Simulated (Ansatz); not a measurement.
Bi2Te2Se:

```
Bi Te Se
1.0
     2.16097    1.24764   10.58557
    -2.16097    1.24764   10.58557
     0.00000   -2.49527   10.58557
Bi Te Se
2 2 1
Direct
  0.39172 0.39172 0.39172
  0.60828 0.60828 0.60828
  0.78040 0.78040 0.78040
  0.21960 0.21960 0.21960
  0.00000 0.00000 0.00000
```

The cell is a database's computed one.

Program: Ansatz 0.2.0. Alike in all runs: task band structure; potentials or basis Ansatz PAW; cell as given; smearing fermi-dirac 0.05 eV. Hardware: 2 threads of Intel(R) Xeon(R) Processor @ 2.50GHz (Skylake/Cascade Lake) (shared host).

**Question.** Order these runs on this cell by their wall time, lowest first.
A. level r2SCAN; spin off; k mesh 7 × 7 × 7; cutoff (eV) 500
B. level PBEsol; spin off; k mesh 7 × 7 × 7; cutoff (eV) 420
C. level LDA; spin SOC, no magnetisation; k mesh 5 × 5 × 5; cutoff (eV) 420

**Answer.** B (40 s), A (94 s), C (400 s).

Runs at the PBE level aren't shown here.
